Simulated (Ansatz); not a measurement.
# Mo: the cost of one run

Program: Ansatz 0.2.0. Level of theory: DFT PBE, scalar-relativistic, plane waves, PAW. These are calculated values, not measurements.

1 further run of the same task is left out (it didn't finish).

### 1 The starting structure

Symmetry: P6/mmm, No. 191, hexagonal system. The conventional cell has a = 2.736 Å, b = 2.736 Å, c = 2.555 Å, α = 90.00°, β = 90.00°, γ = 120.00°. Mo (site symmetry 6/mmm) has 8 Mo at 2.56 to 2.74 Å as nearest neighbours.

As a file:

```xyz
1
Lattice="2.7355 0.0000 0.0000 -1.3678 2.3690 0.0000 0.0000 0.0000 2.5552" Properties=species:S:1:pos:R:3 pbc="T T T"
Mo    0.0000    0.0000    1.2776
```

The structure comes from the Materials Project (structure only).

### 2 A change within the space group

Against the listed cell: strain xx, yy, zz, yz, xz, xy = -4.9, -4.9, +1.1, +0.0, +0.0, +0.0 %.

input.yaml reads:

```yaml
crystal:
  lattice:
    - [2.6014977428, 0.0, 0.0]
    - [-1.3007488714, 2.2529631332, 0.0]
    - [0.0, 0.0, 2.5833132395]
  atoms:
    - { symbol: Mo, position: [0.0, 0.0, 0.5] }
basis:
  ecutwfc: 420
kpoints:
  mp_grid: { grid: [18, 18, 16] }
hamiltonian:
  xc: pbe
scf:
  occupations: { method: gaussian, width: 0.1 }
output:
  forces: true
  stress: true
  eigenvalues: true
```

Launch:

```bash
$ ansatz run input.yaml --threads 1 --pin off --max-ram 1331MiB --backend cpu --events-out ev --progress --plain --runs-dir out
```

**Question.** How long does this run take on 1 thread of an x86-64 CPU, shared host, and how much memory does it need?

About 6.8 s, with a peak of 0.35 GiB.
